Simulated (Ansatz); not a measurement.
# AgH3Pb (model cell, started as cubic perovskite with Pb in the octahedra): following an unstable mode

Wanted: the energy along a soft mode of AgH3Pb (model cell, started as cubic perovskite with Pb in the octahedra) and the structure at the end.

Calculated with Ansatz 0.2.0; DFT PBEsol, scalar-relativistic, plane waves, PAW; PAW set soft_1.

Most raw output is cut from this account.

The structure was built from a prototype and need not be the compound's stable phase.

**1. Starting point**

It takes space group Pm-3m (No. 221, cubic). Conventional cell: a = 4.137 Å, b = 4.137 Å, c = 4.137 Å, α = 90.00°, β = 90.00°, γ = 90.00°. Ag has 12 H at 2.93 Å nearest. Nearest to Pb lie 6 H at 2.07 Å. Nearest to H lie 2 Pb at 2.07 Å. Farther neighbours are not listed.

**2. Phonons on a q mesh**

The cell comes from relaxations at this level that are not shown. Stability and thermal properties need the whole zone. Linear response on a 4×4×4 q mesh gives force constants as far as a supercell of that size would.

The input, input.yaml:

```yaml
crystal:
  lattice:
    - [4.1369146806, 0.0, 0.0]
    - [0.0, 4.1369146806, 0.0]
    - [0.0, 0.0, 4.1369146806]
  atoms:
    - { symbol: Ag, position: [0.0, 0.0, 0.0] }
    - { symbol: Pb, position: [0.5, 0.5, 0.5] }
    - { symbol: H, position: [0.5, 0.5, 0.0] }
    - { symbol: H, position: [0.5, 0.0, 0.5] }
    - { symbol: H, position: [0.0, 0.5, 0.5] }
kpoints:
  mp_grid: { grid: [8, 8, 8] }
hamiltonian:
  xc: pbesol
  pseudopotentials: { kind: paw, azcp: { folder: soft_1 }, xc_functional: pbe }
scf:
  occupations: { method: methfessel_paxton, width: 0.2 }
output:
  eigenvalues: true
phonons:
  method: dfpt
  qmesh: [4, 4, 4]
  temperatures: { t_max: 1000, t_step: 50 }
  qpath:
    path:
      - [[0.0, 0.0, 0.0], [0.0, 0.5, 0.0], [0.5, 0.5, 0.0], [0.0, 0.0, 0.0], [0.5, 0.5, 0.5], [0.0, 0.5, 0.0]]
      - [[0.5, 0.5, 0.5], [0.5, 0.5, 0.0]]
    npoints: 10
```

Command:

```sh
$ ansatz run input.yaml --threads 4 --pin off --max-ram 16384MiB --backend cpu --events-out ev --progress --plain --runs-dir out
```

It took 11 min on 4 threads of Arm Neoverse V1, shared host; peak memory 1.9 GiB; 45 min of CPU time.

Numbers from this step:

```
volume per atom                                         : 14.16 Å³
gap on the k-mesh                                       : 0 eV
sum-rule residual before enforcement                    : 2.15e-5 eV/Å²
lowest frequency on the path                            : -578.9 cm⁻¹
point group                                             : m-3m
highest frequency on the path or at a solved wavevector : 1275 cm⁻¹
highest optical mode at the zone centre (no LO-TO term) : 905.6 cm⁻¹
lowest optical zone-centre mode                         : -255.3 cm⁻¹
lowest mode on the q mesh (acoustic modes at Γ apart)   : -578.9 cm⁻¹
```

Frequencies (cm⁻¹) solved at each irreducible wavevector; negative means imaginary. Frequencies by wavevector, by row:

```csv
q in reciprocal lattice units,star,mode 1,mode 2,mode 3,mode 4,mode 13,mode 14,mode 15
0 0 0,1,-255.3,-255.3,-255.3,-210.2,905.6,905.6,905.6
0 0 0.25,6,-397.3,-281.2,-281.2,-206.3,899.9,899.9,1115
0 0 -0.5,3,-522.8,-522.8,-422.9,-273.3,905.2,905.2,1226
0 0.25 0.25,12,-457.6,-312.6,-306.8,-294.5,903.7,1074,1167
0 0.25 -0.5,12,-504.7,-486.7,-368.2,-268.6,913.6,1080,1241
0 -0.5 -0.5,3,-554.3,-550,-550,-332.2,938.5,1109,1275
0.25 0.25 0.25,8,-452.1,-452.1,-427.8,-141.3,1051,1164,1164
0.25 0.25 -0.5,12,-508.2,-500.4,-427,-72.2,1023,1170,1250
0.25 -0.5 -0.5,6,-562.3,-520.8,-520.8,-58.2,1024,1215,1251
-0.5 -0.5 -0.5,1,-578.9,-578.9,-578.9,-57.8,1032,1266,1266
```

Interpolated from a 4×4×4 q mesh. The phonon branches at the labelled points (cm⁻¹):

```csv
point,branch 1,branch 2,branch 3,branch 4,branch 12,branch 13,branch 14,branch 15
Γ,-255,-255,-255,-210,45,906,906,906
halfway,-397,-281,-281,-206,92,900,900,1115
X,-523,-523,-423,-273,109,905,905,1226
halfway,-505,-487,-368,-269,298,914,1080,1241
M,-554,-550,-550,-332,442,938,1109,1275
halfway,-458,-313,-307,-294,224,904,1074,1167
Γ,-255,-255,-255,-210,45,906,906,906
halfway,-452,-452,-428,-141,201,1051,1164,1164
R,-579,-579,-579,-58,378,1032,1266,1266
halfway,-508,-500,-427,-72,297,1023,1170,1250
X,-523,-523,-423,-273,109,905,905,1226
jump to R,-579,-579,-579,-58,378,1032,1266,1266
halfway,-562,-521,-521,-58,400,1024,1215,1251
M,-554,-550,-550,-332,442,938,1109,1275
```

Symmetry leaves 10 wavevectors to solve. The lowest mode among them, the acoustic zeros apart, lies at q = (-0.5, -0.5, -0.5) and is imaginary, 578.9i cm⁻¹, so the energy falls along it.

**3. The mode frozen in, largest atomic shift 0 Å**

The mode followed lies at q = (-0.5, -0.5, -0.5) with frequency 578.9i cm⁻¹ and is 3-fold degenerate, the softest among the wavevectors solved. At small amplitude the distorted cell has space group no. 140 by a symmetry search on the positions. The undistorted cell that holds it gives the zero of energy on the same k mesh.

System of this step: AgH3Pb (model cell, started as cubic perovskite with Pb in the octahedra). Symmetry: Pm-3m, No. 221, cubic system. Conventional cell: a = 4.137 Å, b = 4.137 Å, c = 4.137 Å, α = 90.00°, β = 90.00°, γ = 90.00°. Nearest to Ag lie 12 H at 2.93 Å. Pb has 6 H at 2.07 Å nearest. Nearest to H lie 2 Pb at 2.07 Å. Farther neighbours are not listed.

input.yaml, the sections that differ from step 2:

```yaml
crystal:
  lattice:
    - [4.1369146806, 4.1369146806, 0.0]
    - [4.1369146806, 0.0, 4.1369146806]
    - [4.1369146806, 0.0, -4.1369146806]
  atoms:
    - { symbol: Ag, position: [0.0, 0.0, 0.0] }
    - { symbol: Ag, position: [0.0, 0.5, 0.5] }
    - { symbol: Pb, position: [0.5, 0.25, 0.75] }
    - { symbol: Pb, position: [0.5, 0.75, 0.25] }
    - { symbol: H, position: [0.5, 0.0, 0.0] }
    - { symbol: H, position: [0.5, 0.5, 0.5] }
    - { symbol: H, position: [0.0, 0.5, 0.0] }
    - { symbol: H, position: [0.0, 0.0, 0.5] }
    - { symbol: H, position: [0.5, 0.0, 0.5] }
    - { symbol: H, position: [0.5, 0.5, 0.0] }
output:
  forces: true
  stress: true
  eigenvalues: true
# kpoints, hamiltonian, scf: as in step 2
# phonons: removed
```

The job ended after 3.1 s (4 threads; peak memory 0.53 GiB; 11 s of CPU time).

Numbers from this step:

```yaml
pressure: -0.05001 GPa
energy_from_the_undistorted_cell: 0 meV/atom
```

The run ends at a pressure of -0.05 GPa.

**4. The mode frozen in, largest atomic shift 0.6 Å**

The atoms are moved along the unstable eigenvector, the largest shift by 0.6 Å, with the cell fixed.

input.yaml, the sections that differ from step 3:

```yaml
crystal:
  lattice:
    - [4.1369146806, 4.1369146806, 0.0]
    - [4.1369146806, 0.0, 4.1369146806]
    - [4.1369146806, 0.0, -4.1369146806]
  atoms:
    - { symbol: Ag, position: [0.0, 0.0, 0.0] }
    - { symbol: Ag, position: [0.0, 0.5, 0.5] }
    - { symbol: Pb, position: [0.5, 0.25, 0.75] }
    - { symbol: Pb, position: [0.5, 0.75, 0.25] }
    - { symbol: H, position: [0.5, -0.0725178117, -0.0725178117] }
    - { symbol: H, position: [0.5, 0.5725178117, 0.5725178117] }
    - { symbol: H, position: [0.0, 0.5, 0.0] }
    - { symbol: H, position: [0.0, 0.0, 0.5] }
    - { symbol: H, position: [0.5, 0.0725178117, 0.4274821883] }
    - { symbol: H, position: [0.5, 0.4274821883, 0.0725178117] }
# kpoints, hamiltonian, scf, output: as in step 3
```

Run time: 6.5 s. Hardware: 4 threads; peak memory 0.62 GiB; 25 s of CPU time.

This step gave:

| Quantity | Value |
| --- | --- |
| pressure | -1.484 GPa |
| energy from the undistorted cell | -72.41 meV/atom |

The energy, extrapolated to zero smearing, is -72.41 meV/atom against the undistorted cell.

The run ends at a pressure of -1.48 GPa, with forces up to 0.42 eV/Å.

**5. Energy along the mode, all amplitudes (two of the runs are shown above)**

An imaginary frequency means negative curvature, so the energy should fall and then rise again as anharmonic terms take over.

This step gave:

- depth at the lowest point sampled: 72.41 meV/atom
- largest atomic shift at that point: 0.6 Å

Energy from the parent against largest atomic shift:

```csv
largest atomic shift (Å),energy from the parent (meV/atom)
0.000,0
0.040,-0.378
0.080,-1.51
0.140,-4.60
0.220,-11.3
0.320,-24.1
0.450,-45.9
0.600,-72.4
```

Displacement at unit largest shift by atom:

```csv
atom,x (Å),y (Å),z (Å),size
Ag1,0.00,0.00,0.00,0.00
Ag2,0.00,0.00,0.00,0.00
Pb3,0.00,0.00,0.00,0.00
Pb4,0.00,0.00,0.00,0.00
H5,-1.00,0.00,0.00,1.00
H6,1.00,0.00,0.00,1.00
H7,0.00,0.00,0.00,0.00
H8,0.00,0.00,0.00,0.00
H9,0.00,0.00,1.00,1.00
H10,0.00,0.00,-1.00,1.00
```

The lowest of the steps tried is the last one, at 0.6 Å, 72.4 meV/atom below the parent; the bottom of the well need not coincide with a step.

**6. Relaxation from the frozen mode**

Starting from the lowest point found, all atoms and the cell are let go, so that strain and other modes of the same symmetry can join in.

input.yaml: that of step 4 with these lines changed.

```diff
@@ -27 +27,6 @@
   eigenvalues: true
+relax:
+  adjacent_minimum: "off"
+  f_tol: 0.002
+  max_steps: 120
+  cell: { stress_tol: 0.03 }
```

It took 53 s on 4 threads; peak memory 0.66 GiB.

Relaxation path:

```csv
step,energy less that of the first step (eV),largest force component (eV/Å),pressure (GPa),volume (Å³)
1,0.0000,0.4194,-1.48,141.60
2,-0.3271,0.2763,-0.79,135.85
3,-0.4698,0.0713,0.04,131.59
4,-0.4737,0.0269,0.52,131.09
5,-0.4743,0.0101,-0.26,133.09
6,-0.4754,0.0002,0.00,132.37
7*,-0.4716,0.0000,-0.02,132.37
8,-0.4717,0.0000,0.00,132.32
9*,-0.4716,0.0000,0.00,132.32
```

Relaxation steps marked * repeat the geometry before them on a plane-wave basis chosen anew for their cell, so energy and pressure can jump there.

The run keeps the 16 symmetry operations that it works with, so distortions that break them were not tested.

```csv
"conventional cell, symmetrised",before,after,change
a (Å),5.850,5.816,-0.6 %
b (Å),5.850,5.816,-0.6 %
c (Å),8.274,7.824,-5.4 %
volume (Å³/atom),14.16,13.23,-6.6 %
```

The atoms that moved most (Å, as changes of fractional coordinates times the final cell):

```csv
atom,dx,dy,dz,length
H6,0.357,0.000,0.000,0.357
H5,-0.357,0.000,0.000,0.357
H9,0.000,0.000,0.357,0.357
H10,0.000,0.000,-0.357,0.357
```

Numbers from this step:

- pressure: -4.14e-4 GPa
- volume per atom: 13.23 Å³

The distorted start has space group I4/mcm; the relaxation ends in I4/mcm.

**7. The new phase in its own primitive cell**

The relaxed structure is symmetrised, reduced to its primitive cell and relaxed tightly, as its phonons need.

input.yaml, the sections that differ from step 6:

```yaml
crystal:
  lattice:
    - [-2.9078332359, 2.9078332359, 3.9122429555]
    - [2.9078332359, -2.9078332359, 3.9122429555]
    - [2.9078332359, 2.9078332359, -3.9122429555]
  atoms:
    - { symbol: Ag, position: [0.75, 0.25, 0.5] }
    - { symbol: Ag, position: [0.25, 0.75, 0.5] }
    - { symbol: Pb, position: [0.5, 0.5, 0.0] }
    - { symbol: Pb, position: [0.0, 0.0, 0.0] }
    - { symbol: H, position: [0.6341055517, 0.8658944483, 0.5] }
    - { symbol: H, position: [0.3658944483, 0.1341055517, 0.5] }
    - { symbol: H, position: [0.75, 0.75, 0.0] }
    - { symbol: H, position: [0.25, 0.25, 0.0] }
    - { symbol: H, position: [0.1341055517, 0.6341055517, 0.7682111034] }
    - { symbol: H, position: [0.8658944483, 0.3658944483, 0.2317888966] }
kpoints:
  mp_grid: { grid: [10, 10, 10] }
relax:
  adjacent_minimum: "off"
  f_tol: 0.001
  max_steps: 60
  cell: { stress_tol: 0.01 }
# hamiltonian, scf, output: as in step 6
```

Elapsed: 66 s, on 4 threads; peak memory 0.78 GiB; 4.3 min of CPU time.

Step by step:

```csv
step,energy less that of the first step (eV),largest force component (eV/Å),pressure (GPa),volume (Å³)
1,0.0000,0.0016,0.16,132.32
2,-0.0008,0.0080,-0.15,132.88
3,-0.0015,0.0010,-0.02,132.44
4,-0.0015,0.0001,0.00,132.35
5*,-0.0016,0.0000,0.00,132.35
6,-0.0016,0.0000,0.00,132.34
7*,-0.0016,0.0000,0.00,132.34
```

Relaxation steps marked * repeat the geometry before them on a plane-wave basis chosen anew for their cell, so energy and pressure can jump there.

Forces are held to the 16 operations that the run works with; a distortion that breaks them can't arise in this run.

```csv
"conventional cell, symmetrised",before,after,change
a (Å),5.816,5.795,-0.3 %
b (Å),5.816,5.795,-0.3 %
c (Å),7.824,7.881,+0.7 %
volume (Å³/atom),13.23,13.23,+0.0 %
```

This step gave:

* pressure: 2.35e-4 GPa

The largest force component left is 0.0085 meV/Å and the pressure is 0.000 GPa, within the tolerances set. The cell now holds 13.23 Å³/atom.

**8. Modes of the new phase, k-mesh 10×10×10**

A relaxed structure may still be a saddle point, so its zone-centre modes are computed. No field response is asked, since the mesh shows no gap.

input.yaml, the sections that differ from step 7:

```yaml
crystal:
  lattice:
    - [-2.8977004665, 2.8977004665, 3.9402776133]
    - [2.8977004665, -2.8977004665, 3.9402776133]
    - [2.8977004665, 2.8977004665, -3.9402776133]
  atoms:
    - { symbol: Ag, position: [0.75, 0.25, 0.5] }
    - { symbol: Ag, position: [0.25, 0.75, 0.5] }
    - { symbol: Pb, position: [0.5, 0.5, 0.0] }
    - { symbol: Pb, position: [0.0, 0.0, 0.0] }
    - { symbol: H, position: [0.6341400674, 0.8658599326, 0.5] }
    - { symbol: H, position: [0.3658599326, 0.1341400674, 0.5] }
    - { symbol: H, position: [0.75, 0.75, 0.0] }
    - { symbol: H, position: [0.25, 0.25, 0.0] }
    - { symbol: H, position: [0.1341400674, 0.6341400674, 0.7682801349] }
    - { symbol: H, position: [0.8658599326, 0.3658599326, 0.2317198651] }
output:
  eigenvalues: true
phonons:
  method: dfpt
# kpoints, hamiltonian, scf: as in step 7
# relax: removed
```

Run time: 15 min. Hardware: 4 threads; peak memory 7.3 GiB; 57 min of CPU time.

Numbers from this step:

```
sum-rule residual before enforcement                    : 1.87e-5 eV/Å²
point group                                             : 4/mmm
highest optical mode at the zone centre (no LO-TO term) : 1295 cm⁻¹
lowest optical zone-centre mode                         : -777.2 cm⁻¹
```

Patterns of degenerate modes are one choice out of their space. Modes at Γ, with each element's share of the kinetic energy (negative means imaginary):

```csv
mode,frequency (cm⁻¹),symmetry,Ag %,Pb %,H %
1,-777.2,Eg,0,0,100
2,-777.2,Eg,0,0,100
3,-426.6,B1u,0,0,100
4,-389.6,A2u,2,0,98
5,-382.7,Eu,0,1,99
6,-382.7,Eu,0,1,99
7,-378.6,Eg,1,0,99
8,-378.6,Eg,1,0,99
9,-50.5,Eu,50,39,11
10,-50.5,Eu,50,39,11
11,0.0,acoustic,34,65,1
12,0.0,acoustic,34,65,1
13,0.0,acoustic,34,65,1
14,36.8,B2g,100,0,0
15,37.9,A2u,64,34,1
16,53.6,Eg,99,0,1
17,53.6,Eg,99,0,1
18,66.5,Eu,10,89,2
19,66.5,Eu,10,89,2
20,124.6,A1u,0,100,0
21,199.5,Eu,6,6,88
22,199.5,Eu,6,6,88
23,459.8,Eu,0,0,100
24,459.8,Eu,0,0,100
25,716.2,A2g,0,0,100
26,783.1,A1g,0,0,100
27,818.6,B2g,0,0,100
28,923.0,B1g,0,0,100
29,1272.8,A2u,0,1,99
30,1295.1,A2g,0,0,100
```

Displacements in mode 2 (-777.2 cm⁻¹), the largest set to 1:
```
Ag1  0.00 -0.01  0.00
Ag2  0.00  0.01  0.00
Pb3  0.00  0.00  0.00
Pb4  0.00  0.00  0.00
H5   0.00  0.00 -0.74
H6   0.00  0.00  0.74
H7  -0.08  0.54  0.00
H8   0.08 -0.54  0.00
H9   0.00  0.00  1.00
H10  0.00  0.00 -1.00
```

Displacements in mode 5 (-382.7 cm⁻¹), the largest set to 1:
```
Ag1  0.00  0.00  0.00
Ag2  0.00  0.00  0.00
Pb3  0.00 -0.01  0.00
Pb4  0.00 -0.01  0.00
H5   0.24  0.14  0.00
H6   0.24  0.14  0.00
H7   0.00  1.00  0.00
H8   0.00  1.00  0.00
H9  -0.24  0.14  0.00
H10 -0.24  0.14  0.00
```

Before it was imposed, the acoustic sum rule was missed by 1.9e-5 eV/Å². Small misses are needed for a sound result but don't prove that mesh and cutoff are converged. The lowest optical mode is imaginary, 777.2i cm⁻¹, so the energy falls along it.

**9. Results**

- unstable mode of the parent: q = (-0.5, -0.5, -0.5), 579i cm⁻¹
- depth at the lowest point sampled: 72.4 meV/atom
- largest atomic shift at that point: 0.6 Å
- space group reached (within 0.01 Å): I4/mcm
- energy gained over the parent (first relaxation, on the mesh of the frozen mode): 120 meV/atom
- volume per atom, phase reached: 13.2 Å³
- lowest optical zone-centre mode, phase reached: -777 cm⁻¹
- highest optical mode at the zone centre (no LO-TO term), phase reached: 1295 cm⁻¹

**Reading.** Along this mode the structure falls into I4/mcm, 120 meV/atom below the parent. At the parent's cell the well is 72.41 meV/atom deep on the steps tried, with its lowest point at a shift of 0.6 Å. That is the last step tried, so the steps alone don't bracket the bottom of the well. Relaxing atoms and cell changes the gain by +47.33 meV/atom against the lowest step (energies at zero smearing). The new phase still has an imaginary mode at the zone centre of its cell, so it is a saddle point on the way to a lower structure. Of the 4 patterns followed to their end from this parent, this one ends 252 meV/atom above the lowest, R-3c. Each path keeps the symmetry of its pattern, so a lower phase may lie along a pattern not tried. With no gap, or one that is small against the smearing, the frequencies hang on the k mesh and the smearing, most of all near Kohn anomalies. Spin-orbit coupling is left out, which can matter for the heavy elements here. The PAW files were made for PBE and serve the other functionals too. A phonon run warned that its eigensolver left some bands unconverged in a pass. The starting cell was built on a prototype and not taken from a measurement, so the phase need not exist.

[Logs are printed without paths, hosts, clocks, repeated set-up lines and the standing remarks that a program may print on its own settings, such as how far it seeks lower states.]

[Hosts, paths, dates, database ids (printed as entryN), source tags and the programs' standing remarks are cut or masked in the printed files.]
